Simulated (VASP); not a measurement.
Here is a VASP 6.6.1 calculation.

The input POSCAR:

```
Mg
1.0
    3.2093000000      0.0000000000      0.0000000000
   -1.6046500000      2.7793353284      0.0000000000
    0.0000000000      0.0000000000      5.2103000000
Mg
2
Direct
    0.6666666667      0.3333333333      0.7500000000
    0.3333333333      0.6666666667      0.2500000000
```

Contents of INCAR.step1:

```
SYSTEM = Mg
ALGO     = Normal         ! electronic algorithm
EDIFF    = 1E-5           ! SCF threshold, eV
ENCUT    = 520            ! plane-wave cutoff, eV
GGA      = PE             ! functional
ISIF     = 2              ! what is computed and relaxed
ISMEAR   = -1             ! smearing method
LASPH    = .True.         ! aspherical terms in the spheres
LCHARG   = .False.        ! write CHGCAR
LREAL    = .False.        ! projectors in reciprocal space
LWAVE    = .True.         ! write WAVECAR
NELM     = 80             ! most SCF steps
PREC     = Accurate       ! precision mode
SIGMA    = 0.05           ! smearing width, eV
```

INCAR.step2

```
SYSTEM = Mg
AEXX     = 0.25           ! exact-exchange fraction
ALGO     = Normal         ! electronic algorithm
EDIFF    = 1E-7           ! SCF threshold, eV
ENCUT    = 520            ! plane-wave cutoff, eV
ISIF     = 2              ! what is computed and relaxed
ISMEAR   = -1             ! smearing method
ISTART   = 1            
LASPH    = .True.         ! aspherical terms in the spheres
LCHARG   = .False.        ! write CHGCAR
LHFCALC  = .True.         ! exact exchange
LMIXTAU  = .True.       
LREAL    = .False.        ! projectors in reciprocal space
LWAVE    = .False.        ! write WAVECAR
METAGGA  = R2SCAN         ! meta-GGA
NELM     = 80             ! most SCF steps
PREC     = Accurate       ! precision mode
PRECFOCK = Normal       
SIGMA    = 0.05           ! smearing width, eV
```

Contents of KPOINTS:

```
k-points
0
Gamma
  5 5 3
  0 0 0
```

The input KPOINTS_OPT:

```
path GMKGALHA,LM,KH
12
line-mode
reciprocal
 0.0000000000  0.0000000000  0.0000000000  G
 0.5000000000  0.0000000000  0.0000000000  M

 0.5000000000  0.0000000000  0.0000000000  M
 0.3333333333  0.3333333333  0.0000000000  K

 0.3333333333  0.3333333333  0.0000000000  K
 0.0000000000  0.0000000000  0.0000000000  G

 0.0000000000  0.0000000000  0.0000000000  G
 0.0000000000  0.0000000000  0.5000000000  A

 0.0000000000  0.0000000000  0.5000000000  A
 0.5000000000  0.0000000000  0.5000000000  L

 0.5000000000  0.0000000000  0.5000000000  L
 0.3333333333  0.3333333333  0.5000000000  H

 0.3333333333  0.3333333333  0.5000000000  H
 0.0000000000  0.0000000000  0.5000000000  A

 0.5000000000  0.0000000000  0.5000000000  L
 0.5000000000  0.0000000000  0.0000000000  M

 0.3333333333  0.3333333333  0.0000000000  K
 0.3333333333  0.3333333333  0.5000000000  H
```

Potentials or basis: VASP PAW PBE potentials, release 64 (Mg).

Command:

```sh
$ cat potpaw_PBE.64/Mg/POTCAR > POTCAR
$ cp INCAR.step1 INCAR
$ mpirun -np 1 vasp_std > vasp.out
$ cp INCAR.step2 INCAR
$ mpirun -np 1 vasp_std > vasp.out
```

Q: Estimate the pressure.

A: -1.2 GPa.

Levels at the corners of the path, in eV from the Fermi level:
```tsv
point	band 1	band 2	band 3	band 4	band 5
Γ	-8.30	-2.13	-1.41	12.81	12.87
M	-2.35	-2.19	3.81	4.13	4.55
M	-2.35	-2.19	3.81	4.13	4.55
K	-0.42	-0.25	-0.25	5.48	5.48
K	-0.42	-0.25	-0.25	5.48	5.48
Γ	-8.30	-2.13	-1.41	12.81	12.83
Γ	-8.30	-2.13	-1.41	12.81	12.83
A	-6.51	-6.51	6.44	6.44	13.59
A	-6.51	-6.51	6.44	6.44	13.59
L	-0.91	-0.91	0.19	0.19	9.71
L	-0.91	-0.91	0.19	0.19	9.71
H	0.74	0.74	1.32	1.32	2.62
H	0.74	0.74	1.32	1.32	2.62
A	-6.51	-6.51	6.44	6.44	13.59
L	-0.91	-0.91	0.19	0.19	9.71
M	-2.35	-2.19	3.81	4.13	4.55
K	-0.42	-0.25	-0.25	5.48	5.48
H	0.74	0.74	1.32	1.32	2.62
```

Caveat: the k mesh is coarse (spacing up to 0.45 Å⁻¹), so the values aren't converged, least of all with exact exchange; an unscreened hybrid on a path of extra k points without a Coulomb cutoff has errors near the mesh points, so the bands along the path aren't reliable; the PAW data sets were made with another functional, which shifts forces and pressure a little.
